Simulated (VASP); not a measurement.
# CdS (Hawleyite) (F-43m) in VASP: notebook

The runs below take CdS (Hawleyite) through dielectric tensor, with LDA.

Program: VASP 6.6.1. These are calculated values, not measurements. Logs are shortened: lines on timing, memory, paths and dates and some standing lists are left out, and cuts for length are marked.

### 1 Starting point

It takes space group F-43m (No. 216, cubic). The conventional cell has a = 5.833 Å, b = 5.833 Å, c = 5.833 Å, α = 90.00°, β = 90.00°, γ = 90.00°. Cd (site symmetry -43m) is surrounded by 4 S at 2.53 Å. S (site symmetry -43m) is surrounded by 4 Cd at 2.53 Å.

### 2 Dielectric tensor, LDA

INCAR

```
ALGO = Normal ; EDIFF = 1E-8
ENCUT = 520 ; GGA = CA
ISIF = 2 ; ISMEAR = 0
LASPH = True ; LCHARG = False
LEPSILON = True ; LREAL = False
LWAVE = False ; NELM = 100
PREC = Accurate ; SIGMA = 0.01
```

KPOINTS

```
k-points
0
Gamma
  14 14 14
```

POSCAR

```
CdS
1.0
    0.0000000000      2.9165000000      2.9165000000
    2.9165000000      0.0000000000      2.9165000000
    2.9165000000      2.9165000000      0.0000000000
Cd S
1 1
Direct
    0.0000000000      0.0000000000      0.0000000000
    0.7500000000      0.7500000000      0.7500000000
```

Potentials or basis: VASP PAW LDA potentials, release 64 (Cd, S).

Run with:

```console
$ cat potpaw_LDA.64/Cd/POTCAR potpaw_LDA.64/S/POTCAR > POTCAR
$ mpirun -np 1 vasp_std > vasp.out
```

OUTCAR:

```text
EDIFF = 1E-8
   ENCUT = 520
   GGA = CA
   ISIF = 2
   ISMEAR = 0
   LASPH = True
   LEPSILON = True
   LREAL = False
   NELM = 100
   PREC = Accurate

 Found    104 irreducible k-points:

 Following reciprocal coordinates:
            Coordinates               Weight
  0.000000  0.000000  0.000000      1.000000
  0.071429  0.000000  0.000000      8.000000
  0.142857  0.000000  0.000000      8.000000
  0.214286  0.000000  0.000000      8.000000
  0.285714  0.000000  0.000000      8.000000
  0.357143  0.000000  0.000000      8.000000
   k-points           NKPTS =    104   k-points in BZ     NKDIM =    104   number of bands    NBANDS=     13
   number of dos      NEDOS =    301   number of ions     NIONS =      2
   total plane-waves  NPLWV =  32768
   dimension x,y,z NGX =    32 NGY =   32 NGZ =   32
   dimension x,y,z NGXF=    64 NGYF=   64 NGZF=   64
   ions per type =               1   1
   NGX,Y,Z   is equivalent  to a cutoff of  12.90, 12.90, 12.90 a.u.
   NGXF,Y,Z  is equivalent  to a cutoff of  25.80, 25.80, 25.80 a.u.
 SYSTEM =  unknown system
   PREC   = accura    normal or accurate (medium, high low for compatibility)
   ISTART =      0    job   : 0-new  1-cont  2-samecut
   ICHARG =      2    charge: 1-file 2-atom 10-const
   ISPIN  =      1    spin polarized calculation?
   LNONCOLLINEAR =      F non collinear calculations
   LSORBIT =      F    spin-orbit coupling
   LASPH  =      T    aspherical Exc in radial PAW
   ENCUT  =  520.0 eV  38.22 Ry    6.18 a.u.   7.67  7.67  7.67*2*pi/ulx,y,z
   NELM   =    100;   NELMIN=  2; NELMDL= -5     # of ELM steps
   EDIFF  = 0.1E-07   stopping-criterion for ELM
   LREAL  =      F    real-space projection
   EDIFFG = 0.1E-06   stopping-criterion for IOM
   NSW    =      0    number of steps for IOM
   IBRION =     -1    ionic relax: 0-MD 1-quasi-New 2-CG
[... 8 lines left out ...]
   EMIN   =  10.00;   EMAX   =-10.00  energy-range for DOS
   EFERMI =   0.00;   METHOD = LEGACY
   ISMEAR =     0;   SIGMA  =   0.01  broadening in eV -4-tet -1-fermi 0-gaus
   EFERMI_NEDOS =   21; number of points for ismear=-14 and -15
   IALGO  =     38    algorithm
   IMIX   =      4    mixing-type and parameters
     AMIX     =   0.40;   BMIX     =  1.00
     AMIX_MAG =   1.60;   BMIX_MAG =  1.00
  volume/ion in A,a.u.               =      24.81       167.41
  Fermi-wavevector in a.u.,A,eV,Ry     =   1.167599  2.206442 18.548649  1.363287
  Thomas-Fermi vector in A             =   2.304097
   LORBIT       =      0    0 simple, 1 ext, 2 COOP (PROOUT), +10 PAW based schemes
   GGA     = CA    functional components
   LHFCALC =     F    Hartree Fock is set to
   AEXX    =    0.0000 exact exchange contribution
   IVDW    =     0    specifies the selected vdW correction
   LEPSILON=     T    determine dielectric tensor
   LRPA    =     F    only Hartree local field effects (RPA)
 non-spin polarized calculation
 Gauss-broadening in eV      SIGMA  =   0.01
  energy-cutoff  :      520.00
  volume of cell :       49.62
 maximum number of plane-waves:      1363
   NGX = 15   NGY = 15   NGZ = 15

--------------------------------------- Ionic step        1  -------------------------------------------

 number of electron      18.0000004 magnetization

 E-fermi :   1.1657     XC(G=0):  -9.5862

 val. band max:        1.1263569740   @ k =   0.0000   0.0000   0.0000
 cond. band min:       2.0189400198   @ k =   0.0000   0.0000   0.0000
 fundamental gap:      0.8925830458
 Fermi energy:         1.1657273977

 k-point     1 :       0.0000    0.0000    0.0000
  band No.  band energies     occupation
      1     -11.2297      2.00000
      2      -6.6506      2.00000
      3      -6.6506      2.00000
      4      -6.6506      2.00000
      5      -6.1658      2.00000
      6      -6.1658      2.00000
      7       1.1264      2.00000
      8       1.1264      2.00000
      9       1.1264      2.00000
     10       2.0189      0.00000
     11       7.4879      0.00000
     12       7.4879      0.00000
     13       7.4879      0.00000

 k-point     2 :       0.0714    0.0000    0.0000
  band No.  band energies     occupation
      1     -11.2079      2.00000
      2      -6.6428      2.00000
      3      -6.6428      2.00000
      4      -6.6344      2.00000
      5      -6.1664      2.00000
      6      -6.1664      2.00000
      7       0.6334      2.00000
      8       1.0832      2.00000
      9       1.0832      2.00000
     10       2.4495      0.00000
     11       7.3715      0.00000
     12       7.5600      0.00000
     13       7.5600      0.00000

 k-point     3 :       0.1429    0.0000    0.0000
  band No.  band energies     occupation
      1     -11.1467      2.00000
      2      -6.6216      2.00000
      3      -6.6216      2.00000
      4      -6.5813      2.00000
      5      -6.1670      2.00000
      6      -6.1670      2.00000
      7      -0.1738      2.00000
      8       0.9660      2.00000
      9       0.9660      2.00000
     10       3.0555      0.00000
     11       7.1713      0.00000
     12       7.7409      0.00000
     13       7.7409      0.00000

 k-point     4 :       0.2143    0.0000    0.0000
  band No.  band energies     occupation
      1     -11.0577      2.00000
      2      -6.5931      2.00000
      3      -6.5931      2.00000
      4      -6.4803      2.00000
      5      -6.1649      2.00000
      6      -6.1649      2.00000
      7      -1.0280      2.00000
      8       0.8049      2.00000
      9       0.8049      2.00000
     10       3.5325      0.00000
     11       7.1299      0.00000
     12       7.9345      0.00000
     13       7.9345      0.00000

 k-point     5 :       0.2857    0.0000    0.0000
  band No.  band energies     occupation
      1     -10.9587      2.00000
      2      -6.5654      2.00000
      3      -6.5654      2.00000
      4      -6.3206      2.00000
      5      -6.1573      2.00000
      6      -6.1573      2.00000
      7      -1.8616      2.00000
      8       0.6354      2.00000
      9       0.6354      2.00000
     10       3.8024      0.00000
     11       7.3651      0.00000
     12       8.0373      0.00000
     13       8.0373      0.00000

 k-point     6 :       0.3571    0.0000    0.0000
  band No.  band energies     occupation
      1     -10.8698      2.00000
      2      -6.5447      2.00000
      3      -6.5447      2.00000
      4      -6.1449      2.00000
      5      -6.1449      2.00000
      6      -6.1064      2.00000
      7      -2.6081      2.00000
      8       0.4894      2.00000
      9       0.4894      2.00000
     10       3.8987      0.00000
     11       7.7935      0.00000
     12       8.0338      0.00000
     13       8.0338      0.00000

 [... further k-points ...]

  FORCE on cell =-STRESS in cart. coord.  units (eV):
  Direction    XX          YY          ZZ          XY          YZ          ZX
  --------------------------------------------------------------------------------------
  -------------------------------------------------------------------------------------
  Total       -0.6162713     -0.6162713     -0.6162713      0.0000000      0.0000000      0.0000000
  in kB      -19.9006193    -19.9006193    -19.9006193      0.0000000      0.0000000      0.0000000
  external PRESSURE =     -19.9006193 kB  Pullay stress =       0.0000000 kB

 VOLUME and BASIS-vectors are now :
 -----------------------------------------------------------------------------
  energy-cutoff  :      520.00
  volume of cell :       49.62
      direct lattice vectors                 reciprocal lattice vectors
     0.000000000  2.916500000  2.916500000    -0.171438368  0.171438368  0.171438368
     2.916500000  0.000000000  2.916500000     0.171438368 -0.171438368  0.171438368
     2.916500000  2.916500000  0.000000000     0.171438368  0.171438368 -0.171438368

 POSITION                                       TOTAL-FORCE (eV/Angst)
 -----------------------------------------------------------------------------------
      0.00000      0.00000      0.00000         0.000000      0.000000      0.000000
      4.37475      4.37475      4.37475        -0.000000     -0.000000     -0.000000
 -----------------------------------------------------------------------------------
    total drift:                               -0.000000     -0.000000     -0.000000

  FREE ENERGIE OF THE ION-ELECTRON SYSTEM (eV)
  ---------------------------------------------------
  free  energy   TOTEN  =        -7.3982698995 eV

  energy  without entropy=       -7.3982698995  energy(sigma->0) =       -7.39826990

 HEAD OF MICROSCOPIC STATIC DIELECTRIC TENSOR (INDEPENDENT PARTICLE, excluding Hartree and local field effects)
 ------------------------------------------------------
           7.169057     0.000000     0.000000
           0.000000     7.169057     0.000000
           0.000000     0.000000     7.169057
 ------------------------------------------------------

 Free energy of the ion-electron system (eV)
  ---------------------------------------------------
  ---------------------------------------------------
  free energy    TOTEN  =        -0.82362571 eV

  energy without entropy =       -0.82362571

------------------------ aborting loop because EDIFF is reached ----------------------------------------

--------------------------------------- Ionic step        2  -------------------------------------------

------------------------ aborting loop because EDIFF is reached ----------------------------------------

--------------------------------------- Ionic step        3  -------------------------------------------

 Free energy of the ion-electron system (eV)
  ---------------------------------------------------
  ---------------------------------------------------
  free energy    TOTEN  =        -0.82362661 eV

  energy without entropy =       -0.82362661

------------------------ aborting loop because EDIFF is reached ----------------------------------------

 PIEZOELECTRIC TENSOR FIELD DIRECTION 3  (e Angst)
 -----------------------------------------------------------------------------
    -0.00115  1.97043  0.00000           ( -0.00000 -0.02395  0.00000)
     1.97043 -0.00115  0.00000           ( -0.02395 -0.00000  0.00000)
     0.00000  0.00000 -0.00021           (  0.00000  0.00000 -0.00000)

 PIEZOELECTRIC TENSOR FIELD DIRECTION 3  (C/m^2)
 -----------------------------------------------------------------------------
    -0.00037  0.63629  0.00000
     0.63629 -0.00037  0.00000
     0.00000  0.00000 -0.00007

 MACROSCOPIC STATIC DIELECTRIC TENSOR (including local field effects in DFT)
 ------------------------------------------------------
           6.717258     0.000000     0.000000
          -0.000000     6.717258    -0.000000
           0.000000     0.000000     6.717258
 ------------------------------------------------------

 PIEZOELECTRIC TENSOR (including local field effects)  for field in x, y, z        (e  Angst)
          XX          YY          ZZ          XY          YZ          ZX
  --------------------------------------------------------------------------------
  x     0.00000    -0.00000     0.00000     0.00000     1.97740     0.00000
  y    -0.00000    -0.00000     0.00000     0.00000     0.00000     1.97740
  z    -0.00000    -0.00000     0.00000     1.97740     0.00000     0.00000

 PIEZOELECTRIC TENSOR (including local field effects)  for field in x, y, z        (C/m^2)
          XX          YY          ZZ          XY          YZ          ZX
  --------------------------------------------------------------------------------
  x     0.00000    -0.00000     0.00000     0.00000     0.63854     0.00000
  y    -0.00000    -0.00000     0.00000     0.00000     0.00000     0.63854
  z    -0.00000    -0.00000     0.00000     0.63854     0.00000     0.00000

 BORN EFFECTIVE CHARGES (including local field effects) (in |e|, cummulative output)
 ---------------------------------------------------------------------------------
 ion    1
    1     2.18299     0.00000     0.00000
    2     0.00000     2.18299     0.00000
    3    -0.00000     0.00000     2.18299
 ion    2
    1    -2.18299    -0.00000     0.00000
    2    -0.00000    -2.18299    -0.00000
    3     0.00000     0.00000    -2.18299
```

Run time: 9 min. Hardware: 1 thread of Intel Xeon 6975P-C (Granite Rapids), shared host; peak memory 0.71 GiB.

The run converged, but some of its settings lie outside the range that counts as converged, so its numbers aren't taken as properties of the crystal.

Results:

* Band gap on the k mesh: 0.89 eV, direct
* Electronic dielectric tensor (diagonal): 6.72
* Born charges (mean of the diagonal): Cd +2.18; S -2.18 e

### 3 Dielectric tensor, LDA

INCAR, as its differences from that of step 2:

```diff
@@ -1,3 +1,3 @@
 ALGO = Normal ; EDIFF = 1E-8
-ENCUT = 520 ; GGA = CA
+ENCUT = 800 ; GGA = CA
 ISIF = 2 ; ISMEAR = 0
```

KPOINTS

```
k-points
0
Gamma
  11 11 11
```

POSCAR is that of step 2.

Potentials or basis: VASP PAW LDA potentials, release 64 (Cd, S).

Run with:

```console
$ cat potpaw_LDA.64/Cd/POTCAR potpaw_LDA.64/S/POTCAR > POTCAR
$ mpirun -np 1 vasp_std > vasp.out
```

OUTCAR:

```text
EDIFF = 1E-8
   ENCUT = 800
   GGA = CA
   ISIF = 2
   ISMEAR = 0
   LASPH = True
   LEPSILON = True
   LREAL = False
   NELM = 100
   PREC = Accurate

 Found     56 irreducible k-points:

 Following reciprocal coordinates:
            Coordinates               Weight
  0.000000  0.000000  0.000000      1.000000
  0.090909  0.000000  0.000000      8.000000
  0.181818  0.000000  0.000000      8.000000
  0.272727  0.000000  0.000000      8.000000
  0.363636  0.000000  0.000000      8.000000
  0.454545  0.000000  0.000000      8.000000
   k-points           NKPTS =     56   k-points in BZ     NKDIM =     56   number of bands    NBANDS=     13
   number of dos      NEDOS =    301   number of ions     NIONS =      2
   total plane-waves  NPLWV =  64000
   dimension x,y,z NGX =    40 NGY =   40 NGZ =   40
   dimension x,y,z NGXF=    80 NGYF=   80 NGZF=   80
   ions per type =               1   1
   NGX,Y,Z   is equivalent  to a cutoff of  16.12, 16.12, 16.12 a.u.
   NGXF,Y,Z  is equivalent  to a cutoff of  32.25, 32.25, 32.25 a.u.
 SYSTEM =  unknown system
   PREC   = accura    normal or accurate (medium, high low for compatibility)
   ISTART =      0    job   : 0-new  1-cont  2-samecut
   ICHARG =      2    charge: 1-file 2-atom 10-const
   ISPIN  =      1    spin polarized calculation?
   LNONCOLLINEAR =      F non collinear calculations
   LSORBIT =      F    spin-orbit coupling
[... 208 lines left out ...]
  free energy    TOTEN  =        -0.84706979 eV

  energy without entropy =       -0.84706979

------------------------ aborting loop because EDIFF is reached ----------------------------------------

 PIEZOELECTRIC TENSOR FIELD DIRECTION 3  (e Angst)
 -----------------------------------------------------------------------------
    -0.00127  1.97751  0.00000           ( -0.00000 -0.02774  0.00000)
     1.97751 -0.00127  0.00000           ( -0.02774 -0.00000  0.00000)
     0.00000  0.00000  0.00013           (  0.00000  0.00000 -0.00000)

 PIEZOELECTRIC TENSOR FIELD DIRECTION 3  (C/m^2)
 -----------------------------------------------------------------------------
    -0.00041  0.63858  0.00000
     0.63858 -0.00041  0.00000
     0.00000  0.00000  0.00004

 MACROSCOPIC STATIC DIELECTRIC TENSOR (including local field effects in DFT)
 ------------------------------------------------------
           6.883386     0.000000    -0.000000
          -0.000000     6.883386     0.000000
           0.000000     0.000000     6.883386
 ------------------------------------------------------

 PIEZOELECTRIC TENSOR (including local field effects)  for field in x, y, z        (e  Angst)
          XX          YY          ZZ          XY          YZ          ZX
  --------------------------------------------------------------------------------
  x     0.00000     0.00000     0.00000     0.00000     1.98900    -0.00000
  y     0.00000    -0.00000     0.00000     0.00000     0.00000     1.98900
  z     0.00000    -0.00000     0.00000     1.98900     0.00000     0.00000

 PIEZOELECTRIC TENSOR (including local field effects)  for field in x, y, z        (C/m^2)
          XX          YY          ZZ          XY          YZ          ZX
  --------------------------------------------------------------------------------
  x     0.00000     0.00000     0.00000     0.00000     0.64229    -0.00000
  y     0.00000    -0.00000     0.00000     0.00000     0.00000     0.64229
  z     0.00000    -0.00000     0.00000     0.64229     0.00000     0.00000

 BORN EFFECTIVE CHARGES (including local field effects) (in |e|, cummulative output)
 ---------------------------------------------------------------------------------
 ion    1
    1     2.18946    -0.00000    -0.00000
    2     0.00000     2.18946     0.00000
    3    -0.00000     0.00000     2.18946
 ion    2
    1    -2.18946     0.00000     0.00000
    2     0.00000    -2.18946    -0.00000
    3     0.00000    -0.00000    -2.18946
```

It took 13 min on 1 thread of Intel Xeon 6975P-C (Granite Rapids), shared host; peak memory 0.74 GiB.

The run converged, but some of its settings lie outside the range that counts as converged, so its numbers aren't taken as properties of the crystal.

Results:

```
Band gap on the k mesh                  : 0.89 eV, direct
Electronic dielectric tensor (diagonal) : 6.88
Born charges (mean of the diagonal)     : Cd +2.19; S -2.19 e
```

### 4 For comparison

An earlier run on the cell as given: functional PBE; potentials or basis VASP PAW PBE potentials, release 64 (Cd, S); cutoff 520 eV; k mesh 8 × 8 × 8; occupations fermi-dirac, width 0.05 eV; no spin polarisation.

* Pressure: 3.2 GPa
* Band gap on the k mesh: 1.15 eV, direct
